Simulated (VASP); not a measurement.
Input of a VASP 6.6.1 run:

Contents of POSCAR:

```
BN
1.0
    2.4982400000      0.0000000000      0.0000000000
   -1.2491200000      2.1635393000      0.0000000000
    0.0000000000      0.0000000000      6.6357000000
B N
2 2
Direct
    0.3333333300      0.6666666700      0.2500000000
    0.6666666700      0.3333333300      0.7500000000
    0.3333333300      0.6666666700      0.7500000000
    0.6666666700      0.3333333300      0.2500000000
```

INCAR.step1

```
  ALGO = Fast
  EDIFF = 1E-8
  ENCUT = 420
  GGA = PE
  ISMEAR = 0
  LASPH = True
  LCHARG = False
  LREAL = False
  LWAVE = True
  NELM = 60
  PREC = Accurate
  SIGMA = 0.01
```

File INCAR.step2:

```
  ALGO = Exact
  EDIFF = 1E-8
  ENCUT = 420
  GGA = PE
  ISMEAR = 0
  ISTART = 1
  LASPH = True
  LCHARG = False
  LOPTICS = True
  LREAL = False
  LWAVE = True
  NBANDS = 288
  NELM = 1
  PREC = Accurate
  SIGMA = 0.01
```

INCAR.step3

```
  ALGO = EVGW0
  EDIFF = 1E-8
  ENCUT = 420
  ENCUTGW = 200
  GGA = PE
  ISMEAR = 0
  ISTART = 1
  LASPH = True
  LCHARG = False
  LREAL = False
  LWAVE = False
  NBANDS = 288
  NBANDSGW = 16
  NELMGW = 1
  NOMEGA = 60
  PREC = Accurate
  PRECFOCK = Fast
  SIGMA = 0.01
```

KPOINTS

```
k-points
0
Gamma
  6 6 2
```

Potentials or basis: VASP PAW PBE potentials, release 64 (B_GW, N_GW).

Command:

```console
$ cat potpaw_PBE.64/B_GW/POTCAR potpaw_PBE.64/N_GW/POTCAR > POTCAR
$ cp INCAR.step1 INCAR
$ mpirun -np 1 vasp_std > vasp.out
$ cp INCAR.step2 INCAR
$ mpirun -np 1 vasp_std > vasp.out
$ cp INCAR.step3 INCAR
$ mpirun -np 1 vasp_std > vasp.out
```

(1) Estimate the quasiparticle gap.

(2) What does it give for the least direct quasiparticle gap?

(3) Predict the band gap on the k mesh, mean-field level.

Results:

(1) 5.94 eV.

(2) 6.41 eV.

(3) 4.30 eV, indirect (least direct gap 4.67 eV).

Caveat: the k mesh is coarse (spacing up to 0.48 Å⁻¹), so the values aren't converged; bands, screening cutoff and mesh are small and nothing is extrapolated, so the quasiparticle values aren't converged.
